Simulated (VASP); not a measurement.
**How biaxial strain in the (001) plane changes GaP (F-43m)**

How do the elastic response and the band edges of GaP follow biaxial strain in the (001) plane?

Program: VASP 6.6.1. Level of theory: LDA; plane waves and PAW (Ga_d, P), in the first sound run; inputs show where later runs differ. Results are calculated unless marked as measured.

Most raw output is cut from this account.

**1. The starting structure**

Symmetry: F-43m, No. 216, cubic system. Conventional cell: a = 5.451 Å, b = 5.451 Å, c = 5.451 Å, α = 90.00°, β = 90.00°, γ = 90.00°. Ga has 4 P at 2.36 Å nearest. Nearest to P lie 4 Ga at 2.36 Å. Farther neighbours are not listed.

**2. Relax the crystal, LDA**

The series starts from the cell that this level prefers, so that zero strain is near zero stress.

This step took 2 runs in a row; the last is shown.

Level: LDA; plane waves and PAW (Ga_d, P).

INCAR

```
SYSTEM = GaP
PREC = Accurate
ENCUT = 450
EDIFF = 1E-07
NELM = 120
ISMEAR = 0
SIGMA = 0.02
LREAL = .FALSE.
ALGO = Normal
GGA = CA
NBANDS = 15
LORBIT = 11
LWAVE = .FALSE.
LCHARG = .FALSE.
KPAR = 8
IBRION = 2
NSW = 40
ISIF = 3
EDIFFG = -0.005
POTIM = 0.4
```

POSCAR

```
GaP
1.0
    0.0000000000      2.6961436787      2.6961436787
    2.6961436787      0.0000000000      2.6961436787
    2.6961436787      2.6961436787      0.0000000000
Ga P
1 1
Direct
    0.0000000000      0.0000000000      0.0000000000
    0.2500000000      0.2500000000      0.2500000000
```

KPOINTS

```
Automatic mesh
0
Gamma
10 10 10
0 0 0
```

The projector-augmented-wave data sets are Ga_d and P (LDA family, release 64).

The run is started by

```bash
> mpirun -np 8 vasp_std
```

Run time: 3.6 s. Hardware: 8 MPI ranks of Intel Xeon Platinum 8488C (Sapphire Rapids), shared host; peak memory 1.2 GiB.

Read from the output:

```
energy(sigma→0) of the program : -10.4526 eV
stress, compression positive   : xx, yy, zz -0.01, -0.01, -0.01 GPa
volume                         : 39.198 Å³
ionic steps                    : 1
```

**3. Strain along the normal, LDA**

One member in full: the plane is strained by -2 %, and the strain along the normal is moved by secant steps until the normal stress is under 0.012 GPa or five steps are spent; the atoms relax at each step.

This step took 3 runs, each at a new trial strain with the atoms of the one before; the last is shown.

Level: LDA; plane waves and PAW (Ga_d, P); cell typed or built by script.

INCAR: that of step 2 with these lines changed.

```diff
@@ -14,7 +14,7 @@
 LCHARG = .FALSE.
-KPAR = 8
-IBRION = 2
-NSW = 40
-ISIF = 3
-EDIFFG = -0.005
-POTIM = 0.4
+KPAR = 2
+IBRION = 1
+NSW = 25
+ISIF = 2
+EDIFFG = -0.004
+POTIM = 0.3
```

POSCAR

```
GaP
1.0
    0.0000000000      2.6422208050      2.7439279950
    2.6422208050      0.0000000000      2.7439279950
    2.6422208050      2.6422208050      0.0000000000
Ga P
1 1
Direct
    0.0000000000      0.0000000000      0.0000000000
    0.2500000000      0.2500000000      0.2500000000
```

KPOINTS is that of step 2.

The run is started by

```bash
> mpirun -np 2 vasp_std
```

Run time: 14 s. Hardware: 2 MPI ranks; peak memory 0.32 GiB; 27 s of CPU time.

Read from the output:

- energy(sigma→0) of the program: -10.4370 eV
- stress, compression positive: xx, yy, zz 3.18, 3.18, 0.00 GPa
- ionic steps: 1

**4. Band edges, TB-mBJ with spin-orbit coupling**

Short lines in KPOINTS_OPT sample the zone centre along and across the normal of the plane, for masses, and the other valleys.

Level: TB-mBJ, spin-orbit coupling; plane waves and PAW (Ga_d, P); cell typed or built by script.

TB-mBJ has no energy functional, so the total energy, stress and pressure in this output mean nothing.

INCAR

```
SYSTEM = GaP
PREC = Accurate
ENCUT = 450
EDIFF = 1E-06
NELM = 150
ISMEAR = 0
SIGMA = 0.02
LREAL = .FALSE.
ALGO = Normal
METAGGA = MBJ
LASPH = .TRUE.
LNONCOLLINEAR = .TRUE.
MAGMOM = 0 0 0 0 0 0
NBANDS = 28
GGA_COMPAT = .FALSE.
LSORBIT = .TRUE.
LWAVE = .FALSE.
LCHARG = .FALSE.
KPAR = 2
```

POSCAR is that of step 3.

KPOINTS

```
Automatic mesh
0
Gamma
8 8 8
0 0 0
```

KPOINTS_OPT

```
Line mode
6
Line-mode
Reciprocal
  0.00000000   0.00000000   0.00000000
  0.02183549   0.02183549   0.00000000

  0.00000000   0.00000000   0.00000000
 -0.00000000  -0.02102613  -0.02102613

  0.31000000   0.31000000   0.00000000
  0.50000000   0.50000000   0.00000000

  0.00000000   0.31000000   0.31000000
  0.00000000   0.50000000   0.50000000

  0.45000000   0.45000000   0.45000000
  0.50000000   0.50000000   0.50000000

  0.45000000   0.00000000   0.00000000
  0.50000000   0.00000000   0.00000000

  0.42500000   0.42500000   0.00000000
  0.42500000   0.44602613   0.02102613

  0.50000000   0.50000000   0.50000000
  0.48513228   0.51486772   0.50000000
```

The run is started by

```bash
> mpirun -np 2 vasp_ncl
```

The job ended after 5.4 min (2 MPI ranks; peak memory 0.77 GiB; 10 min of CPU time).

**5. Band edges, r2SCAN with spin-orbit coupling**

Level: r2SCAN, spin-orbit coupling; plane waves and PAW (Ga_d, P); cell typed or built by script.

INCAR: that of step 4 with these lines changed.

```diff
@@ -4,3 +4,3 @@
 EDIFF = 1E-06
-NELM = 150
+NELM = 100
 ISMEAR = 0
@@ -9,3 +9,3 @@
 ALGO = Normal
-METAGGA = MBJ
+METAGGA = R2SCAN
 LASPH = .TRUE.
```

POSCAR is that of step 4.

KPOINTS is that of step 4.

KPOINTS_OPT is that of step 4.

The run is started by

```bash
> mpirun -np 2 vasp_ncl
```

The job ended after 8.6 min (2 MPI ranks; peak memory 0.76 GiB; 14 min of CPU time).

Read from the output:

- energy(sigma→0) of the program: -180.0548 eV
- stress, compression positive: xx, yy, zz 6.22, 6.22, 2.87 GPa

The run ends at a pressure of 5.11 GPa.

**6. The whole series**

LASPH is off in runs at LDA and on in runs at TB-mBJ and r2SCAN.

Runs beyond LDA use the data sets made with LDA; this shifts their levels slightly, and their total energies have another zero (at TB-mBJ, which has no energy functional, they mean nothing).

The other members went through these steps as far as the tables show, with the same cutoff and, step by step, the same mesh; 38 runs are not shown. The session took 4.3 core hours (wall time by ranks) on a shared machine.

| in-plane strain (%) | strain along the normal (%) | in-plane stress, tension positive (GPa) | energy above the unstrained row (meV/atom) | gap on the mesh, LDA (eV) |
| --- | --- | --- | --- | --- |
| -2.000 | 1.772 | -3.177 | 7.842 | 1.171 |
| -1.500 | 1.332 | -2.342 | 4.424 | 1.230 |
| -1.000 | 0.889 | -1.534 | 1.991 | 1.288 |
| -0.500 | 0.447 | -0.750 | 0.533 | 1.345 |
| 0 | 0.000 | 0.006 | 0.000 | 1.402 |
| 0.500 | -0.456 | 0.736 | 0.405 | 1.317 |
| 1.000 | -0.905 | 1.447 | 1.676 | 1.235 |
| 1.500 | -1.371 | 2.126 | 3.803 | 1.153 |
| 2.000 | -1.834 | 2.784 | 6.750 | 1.072 |

Slopes at zero strain, from cubics through all rows: strain ratio -0.899, stress over strain 149 GPa. For a cubic crystal strained in (001) the ratio is −2C₁₂/C₁₁.

Band edges at TB-mBJ with spin-orbit coupling, counted from the valence-band top at Γ, spin-orbit pairs averaged, with one row partly withheld:

```csv
in-plane strain (%),gap (eV),conduction band at Γ (eV),Δ or X valley along z (eV),Δ or X valley along x (eV),"lowest conduction level at L, [111] (eV)","lowest conduction level at L, [-111] (eV)",second valence level below the top (eV),third valence level below the top (eV)
-2.000,2.053,3.281,2.367,2.053,2.596,2.596,0.045,0.283
-1.500,2.114,3.260,?,2.113,2.620,2.620,0.043,0.220
-1.000,2.173,3.238,2.329,2.172,2.638,2.638,0.039,0.161
-0.500,2.232,3.214,2.309,2.231,2.649,2.649,0.028,0.110
0,2.289,3.188,2.288,2.288,2.655,2.655,0.000,0.079
0.500,2.220,3.116,2.220,2.299,2.611,2.611,0.045,0.112
1.000,2.145,3.036,2.145,2.304,2.556,2.556,0.096,0.158
1.500,2.068,2.956,2.068,2.308,2.497,2.497,0.147,0.208
2.000,1.991,2.875,1.990,2.312,2.434,2.434,0.198,0.257
```

Conduction masses, in electron masses:

| in-plane strain (%) | conduction mass at Γ, along the strain axis or the normal of the plane | conduction mass at Γ, across the strain axis or in the plane | L [111] mass, longitudinal | L [111] mass, transverse along [1-10] |
| --- | --- | --- | --- | --- |
| -2.000 | 0.185 | 0.193 | 1.768 | 0.197 |
| -1.500 | 0.185 | 0.190 | 1.774 | 0.188 |
| -1.000 | 0.184 | 0.188 | 1.793 | 0.181 |
| -0.500 | 0.184 | 0.186 | 1.799 | 0.174 |
| 0 | 0.184 | 0.184 | 1.811 | 0.169 |
| 0.500 | 0.182 | 0.181 | 1.790 | 0.164 |
| 1.000 | 0.182 | 0.179 | 1.762 | 0.159 |
| 1.500 | 0.180 | 0.176 | 1.744 | 0.155 |
| 2.000 | 0.178 | 0.174 | 1.746 | 0.152 |

Band edges at r2SCAN with spin-orbit coupling, counted from the valence-band top at Γ, spin-orbit pairs averaged:

| in-plane strain (%) | gap (eV) | conduction band at Γ (eV) | Δ or X valley along z (eV) | Δ or X valley along x (eV) | lowest conduction level at L, [111] (eV) | lowest conduction level at L, [-111] (eV) | second valence level below the top (eV) | third valence level below the top (eV) |
| --- | --- | --- | --- | --- | --- | --- | --- | --- |
| -2.000 | 1.522 | 2.709 | 1.874 | 1.522 | 2.062 | 2.062 | 0.048 | 0.284 |
| -1.500 | 1.583 | 2.684 | 1.844 | 1.583 | 2.083 | 2.083 | 0.045 | 0.221 |
| -1.000 | 1.644 | 2.657 | 1.817 | 1.643 | 2.099 | 2.099 | 0.040 | 0.163 |
| -0.500 | 1.703 | 2.628 | 1.790 | 1.703 | 2.108 | 2.108 | 0.029 | 0.114 |
| 0 | 1.762 | 2.599 | 1.762 | 1.762 | 2.112 | 2.112 | 0.000 | 0.084 |
| 0.500 | 1.688 | 2.525 | 1.688 | 1.776 | 2.067 | 2.067 | 0.044 | 0.116 |
| 1.000 | 1.608 | 2.443 | 1.609 | 1.785 | 2.011 | 2.011 | 0.093 | 0.160 |
| 1.500 | 1.526 | 2.361 | 1.526 | 1.792 | 1.951 | 1.951 | 0.144 | 0.208 |
| 2.000 | 1.445 | 2.279 | 1.444 | 1.800 | 1.888 | 1.888 | 0.193 | 0.256 |

Conduction masses, in electron masses:

```csv
in-plane strain (%),"conduction mass at Γ, along the strain axis or the normal of the plane","conduction mass at Γ, across the strain axis or in the plane","L [111] mass, longitudinal","L [111] mass, transverse along [1-10]"
-2.000,0.148,0.153,1.736,0.165
-1.500,0.147,0.150,1.756,0.158
-1.000,0.146,0.148,1.751,0.151
-0.500,0.145,0.146,1.773,0.146
0,0.143,0.143,1.763,0.141
0.500,0.142,0.141,1.771,0.137
1.000,0.139,0.138,1.764,0.134
1.500,0.139,0.137,1.726,0.130
2.000,0.136,0.134,1.704,0.127
```

**7. A fit to the known rows**

The quantity to fit is the splitting of the Δ or X valleys (z less x) at TB-mBJ with spin-orbit coupling: 0.315, 0.156, 0.079, 0.000, -0.080, -0.159, -0.240, -0.321 eV in the rows shown.

Fitting a parabola to the 8 known rows (d: strain along the axis less the strain across it, in %) gives E = − 5.05e-5 d² + 0.08348 d − 1.01e-4 in eV; the residuals are 5.7e-4 eV r.m.s.

For the withheld row, d = 2.832, the fit gives 0.2359 eV.

**8. Prediction against calculation**

The calculation gives 0.2382 eV, so the prediction is 0.0023 eV too low, more than twice the residual of the fit.

The splitting is Ξu times d, with d as a fraction, so the linear term gives Ξu = 8.3 eV.

**9. Outcome**

* ratio of normal to in-plane strain: -0.899
* biaxial modulus: 149 GPa
* gap of the unstrained cell, TB-mBJ with spin-orbit coupling: 2.29 eV
* gap of the unstrained cell, r2SCAN with spin-orbit coupling: 1.76 eV
* shear deformation potential Ξu of the Δ or X valleys: 8.3 eV
* error of the predicted row: -2.3 meV

As a check, the curvature of the energy gives 150 GPa for the same modulus (energy per volume = M × strain²), 0 % from the slope of the stress. At TB-mBJ with spin-orbit coupling the lowest conduction valley is Δ or X throughout, and the gap runs between 1.99 and 2.29 eV. At r2SCAN with spin-orbit coupling the lowest conduction valley is Δ or X throughout, and the gap runs between 1.44 and 1.76 eV. Hole masses are left out throughout, since the top bands are degenerate or cross in many series; of conduction masses, those of the Γ, L and (for Si and Ge under (001) strain) Δ valleys are kept where they change by under an eighth between rows. TB-mBJ is a potential fitted for gaps; it has no energy functional, so its total energies and forces mean nothing, and its bands tend to come out too narrow. r2SCAN opens gaps somewhat over GGA but leaves them below measured values as a rule. Δ or X levels are the lowest on their line, refined by a parabola unless they lie at X; the gap is read from all points sampled and can differ from the lowest valley by some meV, or by tens of meV where strain moves the valence top off Γ. Temperature, zero-point motion and excitons are left out.

[Lines on the potential files, build, host, timing and source positions are cut from VASP's logs without a mark.]

[Logs are printed without paths, hosts, clocks, repeated set-up lines and the standing remarks that a program may print on its own settings, such as how far it seeks lower states.]

[Hosts, paths, dates, database ids (printed as entryN), source tags and the programs' standing remarks are cut or masked in the printed files.]

[In band tables of VASP the shares of atoms and orbitals are scaled to a sum of 1 inside the atoms' spheres.]
